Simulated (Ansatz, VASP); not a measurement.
Be in VASP and in Ansatz

```
Be
1.0
    -3.36684    3.36684    3.36684
     3.36684   -3.36684    3.36684
     3.36684    3.36684   -3.36684
Be
6
Direct
  0.62500 0.25000 0.87500
  0.87500 0.62500 0.25000
  0.75000 0.62500 0.87500
  0.25000 0.87500 0.62500
  0.87500 0.75000 0.62500
  0.62500 0.87500 0.75000
```

Alike in both runs: functional PBE; k mesh 8 × 8 × 8; occupations gaussian, width 0.1 eV; no spin polarisation.

Ansatz relaxed the structure, and its values are those at the end. VASP's run is a single point on that final structure, the one shown.

|  | VASP | Ansatz |
| --- | --- | --- |
| version | VASP 6.6.1 | Ansatz 0.2.0 |
| potentials or method | VASP PAW PBE potentials, release 64 (Be) | scalar-relativistic, plane waves, PAW |
| plane-wave cutoff (eV) | 520 | 420 |
| valence electrons in the cell | 12 | 12 |

|  | VASP | Ansatz | Ansatz less VASP |
| --- | --- | --- | --- |
| gap on the k mesh at the Fermi level (eV) | none | none | - |
| pressure (GPa) | 0.0 | 0.0 | -0.03 |

A gap of «none» marks a metal or a gap that the smearing closes. With one functional, cell and mesh, what is left measures potentials, basis and numerics.
